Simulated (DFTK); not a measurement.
# Sb (R-3m) in DFTK: a series of runs

The runs below take Sb through band structure, with PBE, rSCAN, BP86.

All numbers are computed with DFTK 0.8.2; they aren't measurements. Logs are shortened: lines on timing, memory, paths and dates and some standing lists are left out, and cuts for length are marked.

**1. The structure**

Symmetry: R-3m, No. 166, trigonal system. Conventional cell: a = 4.308 Å, b = 4.308 Å, c = 11.274 Å, α = 90.00°, β = 90.00°, γ = 120.00°. Sb (site symmetry 3m) has 3 Sb at 2.91 Å as nearest neighbours.

**2. Band structure, PBE**

Contents of run.jl:

```julia
using DFTK
using PseudoPotentialData
using Unitful, UnitfulAtomic
using LinearAlgebra, Printf
include("save.jl")
disable_threading()

lines     = readlines("Sb.xyz")
cell_ang  = reshape(parse.(Float64, split(match(r"Lattice=\"([^\"]+)\"", lines[2])[1])), 3, 3)
lattice   = austrip(1u"Å") * cell_ang
symbols   = [Symbol(split(l)[1]) for l in lines[3:end]]
positions = [round.(cell_ang \ parse.(Float64, split(l)[2:4]); digits=9) for l in lines[3:end]]
pseudopotentials = PseudoFamily("cp2k.nc.sr.pbe.v0_1.largecore.gth")
elements = Dict(s => ElementPsp(s, pseudopotentials) for s in unique(symbols))
atoms    = [elements[s] for s in symbols]

build_model(lattice, positions; symmetries=true) =
    model_DFT(lattice, atoms, positions;
              functionals=PBE(),
              temperature=austrip(0.05u"eV"),
              smearing=Smearing.FermiDirac(),
              symmetries)
Ecut  = 27.0  # hartree
kgrid = [8, 8, 8]
tol   = 1e-6
to_GPa = ustrip(uconvert(u"GPa", 1u"hartree/bohr^3"))

model = build_model(lattice, positions)
basis = PlaneWaveBasis(model; Ecut, kgrid)
display(basis)
scfres = self_consistent_field(basis;
                               tol,
                               nbandsalg=AdaptiveBands(model; n_bands_converge=10))
display(scfres.energies)
@printf "Fermi level: %.6f eV\n" ustrip(auconvert(u"eV", something(scfres.εF, NaN)))
forces = compute_forces_cart(scfres)
println("Forces (eV/Å)")
for (s, f) in zip(symbols, forces)
    @printf "%-3s %12.6f %12.6f %12.6f\n" s ustrip.(auconvert.(u"eV/Å", f))...
end
stress = compute_stresses_cart(scfres)
println("Stress (GPa)")
display(round.(stress * to_GPa; digits=4))
println("Levels at the first k-point (eV): ", round.(ustrip.(auconvert.(u"eV", scfres.eigenvalues[1][1:scfres.n_bands_converge])); digits=4))
save_scf!(scfres; forces, stress)

points = Dict("G" => [0.0, 0.0, 0.0], "B" => [0.7603126357, 0.5, 0.2396873643], "B1" => [0.5, 0.2396873643, -0.2396873643], "F" => [0.5, 0.5, 0.0], "L" => [0.5, 0.0, 0.0], "P" => [0.7603126357, 0.3698436821, 0.3698436821], "P1" => [0.6301563179, 0.6301563179, 0.2396873643], "Q" => [0.6301563179, 0.3698436821, 0.0], "X" => [0.3698436821, 0.0, -0.3698436821], "Z" => [0.5, 0.5, 0.5])
segments = [("G", "L", 6), ("L", "B1", 5), ("B", "Z", 5), ("Z", "G", 6), ("G", "X", 8), ("Q", "F", 3), ("F", "P1", 3), ("P1", "Z", 5), ("L", "P", 4)]
kcoords = vcat([[points[a] + t * (points[b] - points[a]) for t in range(0, 1, n)] for (a, b, n) in segments]...)
bands = compute_bands(scfres, ExplicitKpoints(kcoords); n_bands=12, tol=1e-5)
for (k, ε) in zip(bands.basis.kpoints, bands.eigenvalues)
    @printf "%d %8.4f %8.4f %8.4f " k.spin k.coordinate...
    println(join([@sprintf("%9.4f", e) for e in ustrip.(auconvert.(u"eV", ε .- scfres.εF))]))
end
results["band_energies"] = rows(bands.eigenvalues); results["band_kpoints"] = rows(kcoords)
```

Contents of Sb.xyz:

```xyz
2
Lattice="2.1542000000 1.2437279499 3.7580000000 -2.1542000000 1.2437279499 3.7580000000 0.0000000000 -2.4874558998 3.7580000000" Properties=species:S:1:pos:R:3 pbc="T T T"
Sb     0.0000000000      0.0000000000      8.6416337400
Sb     0.0000000000      0.0000000000      2.6323662600
```

Potentials or basis: cp2k.nc.sr.pbe.v0_1.largecore.gth (PBE, GTH).

Command:

```
julia --threads=1 run.jl  # save.jl only writes the numbers to a file and isn't shown; printed stress counts tension as positive; times include loading and compiling
```

Output:

```text
PlaneWaveBasis discretization:

    Ecut                 : 27.0 Ha
    fft_size             : (45, 45, 45), 91125 total points
    kgrid                : MonkhorstPack([8, 8, 8])
    num.   red. kpoints  : 512
    num. irred. kpoints  : 65

    Discretized Model(gga_x_pbe+gga_c_pbe, 3D):
        lattice (in Bohr)    : [4.07085   , -4.07085  , 0         ]
                               [2.35031   , 2.35031   , -4.70061  ]
                               [7.10159   , 7.10159   , 7.10159   ]
        unit cell volume     : 407.68 Bohr³

        atoms                : Sb₂
        pseudopot. family    : PseudoFamily("cp2k.nc.sr.pbe.v0_1.largecore.gth")

        num. electrons       : 10
        spin polarization    : none
        temperature          : 0.0018375 Ha
        smearing             : DFTK.Smearing.FermiDirac()

        terms                : Kinetic()
                               AtomicLocal()
                               AtomicNonlocal()
                               Ewald(nothing)
                               PspCorrection()
                               Hartree()
                               Xc(gga_x_pbe, gga_c_pbe)
                               Entropy()
n     Energy            log10(ΔE)   log10(Δρ)   Diag   Δtime
---   ---------------   ---------   ---------   ----   ------
  1   -11.07269852331                   -0.68    4.9    10.1s
  2   -11.07751994035       -2.32       -1.20    1.0    5.32s
  3   -11.07810817583       -3.23       -2.01    2.4    6.79s
  4   -11.07812533023       -4.77       -2.90    1.6    5.50s
  5   -11.07812703474       -5.77       -3.39    3.0    7.83s
  6   -11.07812711845       -7.08       -3.99    1.8    5.72s
  7   -11.07812712218       -8.43       -4.68    2.4    6.20s
  8   -11.07812712266       -9.32       -5.16    2.4    6.74s
  9   -11.07812712267      -11.19       -5.61    1.8    5.48s
 10   -11.07812712267      -11.69       -6.71    2.2    6.11s
Energy breakdown (in Ha):
    Kinetic             3.5108784
    AtomicLocal         -2.3186081
    AtomicNonlocal      0.2872991
    Ewald               -11.9838317
    PspCorrection       1.7946463
    Hartree             0.4386698
    Xc                  -2.8070675
    Entropy             -0.0001136

    total               -11.078127122670
Fermi level: 2.077646 eV
Forces (eV/Å)
Sb     -0.000000     0.000000    -0.220103
Sb     -0.000000    -0.000000     0.220103
Stress (GPa)
3×3 StaticArraysCore.SMatrix{3, 3, Float64, 9} with indices SOneTo(3)×SOneTo(3):
 -3.3294   0.0      0.0
  0.0     -3.3294   0.0
  0.0     -0.0     -2.7536
Levels at the first k-point (eV): [-10.7373, -2.8407, -0.0544, 0.2132, 0.2132, 4.0857, 4.728, 4.728, 7.1439, 7.1439]
1   0.0000   0.0000   0.0000  -12.8150  -4.9183  -2.1321  -1.8644  -1.8644   2.0080   2.6503   2.6503   5.0662   5.0662   5.2421   6.7845
1   0.1000   0.0000   0.0000  -12.7045  -5.4010  -2.0979  -1.8951  -1.6980   1.9654   2.3514   2.3805   4.6379   5.0123   5.0958   7.5326
1   0.2000   0.0000   0.0000  -12.3752  -6.4740  -2.1002  -1.9612  -1.3455   1.5257   1.6917   1.7308   4.6437   5.1632   5.6076   9.1395
1   0.3000   0.0000   0.0000  -11.8342  -7.7148  -2.0654  -2.0151  -1.0309   0.8346   0.9174   1.0545   5.3545   6.0658   6.6415  10.6854
1   0.4000   0.0000   0.0000  -11.1047  -8.9152  -2.0347  -1.9762  -0.7266   0.1739   0.3230   0.5726   6.4859   7.5163   8.0559   9.7389
1   0.5000   0.0000   0.0000  -10.4535  -9.7307  -2.0358  -1.9191  -0.3881  -0.3000   0.0880   0.3978   7.6904   8.3229   9.2387   9.3265
[... 37 lines left out ...]
1   0.6735   0.2466   0.2466  -10.2772  -9.3020  -4.6365  -2.9012  -2.2183   1.9911   1.9921   4.0290   4.8918   7.6706   8.5592  11.0947
1   0.7603   0.3698   0.3698  -10.2974  -8.8203  -5.4471  -3.3036  -2.8221   2.3775   3.0945   4.5550   5.9322   7.8840   8.7540  10.9778
```

Run time: 1.8 min. Hardware: 1 thread of Intel Xeon Platinum 8488C (Sapphire Rapids), shared host; peak memory 2 GiB.

Results:

```
Free energy            : -301.4512 eV
Pressure               : 3.1 GPa
Largest force          : 0.220 eV/Å
Band gap on the k mesh : none (metal or under the smearing width)
```

Forces on the atoms (eV/Å):
```
Sb   0.000  0.000 -0.220
Sb   0.000  0.000  0.220
```

Levels at the corners of the path, in eV from the Fermi level:
```csv
point,band 1,band 2,band 3,band 4,band 5,band 6,band 7,band 8,band 9,band 10
Γ,-12.81,-4.92,-2.13,-1.86,-1.86,2.01,2.65,2.65,5.07,5.07
L,-10.45,-9.73,-2.04,-1.92,-0.39,-0.30,0.09,0.40,7.69,8.32
B1,-9.92,-9.14,-5.09,-4.95,-0.84,0.61,4.56,4.63,5.96,6.12
B,-9.92,-9.14,-5.09,-4.95,-0.84,0.61,4.56,4.63,5.96,6.12
Z,-11.27,-9.08,-1.41,-1.41,-0.56,0.03,0.03,1.02,7.07,8.92
Γ,-12.81,-4.92,-2.13,-1.86,-1.86,2.01,2.65,2.65,5.07,5.07
X,-9.93,-9.22,-5.40,-3.27,-3.03,2.73,3.11,4.09,5.84,7.34
Q,-9.93,-9.22,-5.40,-3.27,-3.03,2.73,3.11,4.09,5.84,7.34
F,-10.45,-8.10,-5.54,-3.84,-3.74,1.43,4.88,5.47,6.81,9.01
P1,-10.30,-8.82,-5.45,-3.30,-2.82,2.38,3.09,4.55,5.93,7.88
Z,-11.27,-9.08,-1.41,-1.41,-0.56,0.03,0.03,1.02,7.07,8.92
L,-10.45,-9.73,-2.04,-1.92,-0.39,-0.30,0.09,0.40,7.69,8.32
P,-10.30,-8.82,-5.45,-3.30,-2.82,2.38,3.09,4.55,5.93,7.88
```

Caveat: GTH potentials come without recommended cutoffs, and this one wasn't checked for convergence; spin-orbit coupling is left out, which moves the levels of the heavy elements.

**3. Band structure, rSCAN**

Edit run.jl of step 2 so:

```diff
@@ -4,2 +4,3 @@
 using LinearAlgebra, Printf
+using AtomsBase
 include("save.jl")
@@ -7,7 +8,11 @@
 
-lines     = readlines("Sb.xyz")
-cell_ang  = reshape(parse.(Float64, split(match(r"Lattice=\"([^\"]+)\"", lines[2])[1])), 3, 3)
-lattice   = austrip(1u"Å") * cell_ang
-symbols   = [Symbol(split(l)[1]) for l in lines[3:end]]
-positions = [round.(cell_ang \ parse.(Float64, split(l)[2:4]); digits=9) for l in lines[3:end]]
+cell = [[2.1542, 1.2437279499, 3.758],
+        [-2.1542, 1.2437279499, 3.758],
+        [0.0, -2.4874558998, 3.758]]u"Å"
+system = periodic_system([:Sb => [0.76651, 0.76651, 0.76651],
+                          :Sb => [0.23349, 0.23349, 0.23349]],
+                         cell; fractional=true)
+lattice   = austrip.(hcat(cell_vectors(system)...))
+symbols   = atomic_symbol(system, :) .|> Symbol
+positions = [lattice \ austrip.(position(system, i)) for i in 1:length(system)]
 pseudopotentials = PseudoFamily("cp2k.nc.sr.pbe.v0_1.largecore.gth")
@@ -18,3 +23,3 @@
     model_DFT(lattice, atoms, positions;
-              functionals=PBE(),
+              functionals=[:mgga_x_rscan, :mgga_c_rscan],
               temperature=austrip(0.05u"eV"),
@@ -22,4 +27,4 @@
               symmetries)
-Ecut  = 27.0  # hartree
-kgrid = [8, 8, 8]
+Ecut  = 35.0  # hartree
+kgrid = [6, 6, 6]
 tol   = 1e-6
@@ -32,3 +37,4 @@
                                tol,
-                               nbandsalg=AdaptiveBands(model; n_bands_converge=10))
+                               nbandsalg=AdaptiveBands(model; n_bands_converge=10),
+                               solver=ScfAndersonSolver())
 display(scfres.energies)
```

Potentials or basis: cp2k.nc.sr.pbe.v0_1.largecore.gth (PBE, GTH).

Command:

```
julia --threads=1 run.jl  # save.jl only writes the numbers to a file and isn't shown; printed stress counts tension as positive; times include loading and compiling
```

Wall time 3.8 min (1 thread of Intel Xeon Platinum 8488C (Sapphire Rapids), shared host); peak memory 2.1 GiB.

Results (log left out):

```yaml
Free_energy: -301.5158 eV
Pressure: 3.1 GPa
Largest_force: 0.016 eV/Å
Band_gap_on_the_k_mesh: none (metal or under the smearing width)
```

Forces on the atoms (eV/Å):
```
Sb   0.000  0.000 -0.016
Sb   0.000  0.000  0.016
```

Stress tensor (GPa, compression positive):
```
3.17 0.00 0.00
0.00 3.17 0.00
0.00 0.00 2.93
```

Levels at the corners of the path, in eV from the Fermi level:
| point | band 3 | band 4 | band 5 | band 6 | band 7 | band 8 |
| --- | --- | --- | --- | --- | --- | --- |
| Γ | -2.30 | -2.02 | -2.02 | 2.13 | 2.79 | 2.79 |
| L | -2.18 | -2.06 | -0.43 | -0.18 | 0.21 | 0.40 |
| B1 | -5.35 | -5.20 | -0.90 | 0.68 | 4.89 | 4.97 |
| B | -5.35 | -5.20 | -0.90 | 0.68 | 4.89 | 4.97 |
| Z | -1.52 | -1.52 | -0.44 | 0.01 | 0.01 | 1.18 |
| Γ | -2.30 | -2.02 | -2.02 | 2.13 | 2.79 | 2.79 |
| X | -5.67 | -3.47 | -3.16 | 2.87 | 3.35 | 4.42 |
| Q | -5.67 | -3.47 | -3.16 | 2.87 | 3.35 | 4.42 |
| F | -5.80 | -4.07 | -3.97 | 1.63 | 5.17 | 5.84 |
| P1 | -5.72 | -3.51 | -2.94 | 2.57 | 3.24 | 4.93 |
| Z | -1.52 | -1.52 | -0.44 | 0.01 | 0.01 | 1.18 |
| L | -2.18 | -2.06 | -0.43 | -0.18 | 0.21 | 0.40 |
| P | -5.72 | -3.51 | -2.94 | 2.57 | 3.24 | 4.93 |

Caveat: GTH potentials come without recommended cutoffs, and this one wasn't checked for convergence; the program warned that the kinetic-energy density falls under its von Weizsäcker bound, which can give unphysical results; the potentials were made for another functional, which shifts forces and pressure; spin-orbit coupling is left out, which moves the levels of the heavy elements.

(Part 1 of 2 ends here.)
